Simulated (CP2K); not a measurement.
KF (Carobbiite):

```
K F
1.0
     3.77857    0.00000    0.00000
     1.88928    3.27233    0.00000
     1.88928    1.09078    3.08519
K F
1 1
Direct
  0.00000 0.00000 0.00000
  0.50000 0.50000 0.50000
```

| Item | Value |
| --- | --- |
| Program | CP2K 2026.2 |
| Task | relaxation of cell and atoms |
| Functional | RPBE |
| Dispersion | D3 |
| Potentials or basis | POTENTIAL_UZH K GTH-PBE-q9, F GTH-PBE-q7; DZVP-MOLOPT-PBE-GTH basis |
| Density cutoff | 10204 eV |
| k mesh | 7 × 7 × 7 |
| Occupations | fermi-dirac, width 0.05 eV |
| Spin | no spin polarisation |

At the start: pressure 4.3 GPa; volume 19.07 Å³/atom.

**Question.** How do energy, volume and symmetry change on relaxing?

**Answer.** Over 6 steps the energy falls by 29.9 meV/atom and the volume is 21.79 Å³/atom (+14.2 %); space group R-3m (No. 166, to 0.05 Å).

The path:
| step | energy change (eV) | largest force (eV/Å) | volume (Å³) |
| --- | --- | --- | --- |
| 1 | 0.0000 | 0.0000 | 38.15 |
| 2 | -0.0029 | 0.0000 | 38.26 |
| 3 | -0.0591 | 0.0000 | 42.76 |
| 4 | -0.0598 | 0.0000 | 43.43 |
| 5 | -0.0598 | 0.0000 | 43.57 |
| 6 | -0.0598 | 0.0000 | 43.57 |

Final structure:
```
K F
1.0
     3.91262    0.00000    0.00000
     1.88923    3.42713    0.00000
     1.88923    1.09071    3.24937
K F
1 1
Direct
  0.00000 0.00000 0.00000
  0.50000 0.50000 0.50000
```

Caveat: the potentials were made for another functional, which shifts forces and pressure; the basis of atomic orbitals isn't converged, which shifts pressures, moduli and gaps; the real-space grid breaks the cell's symmetry a little.
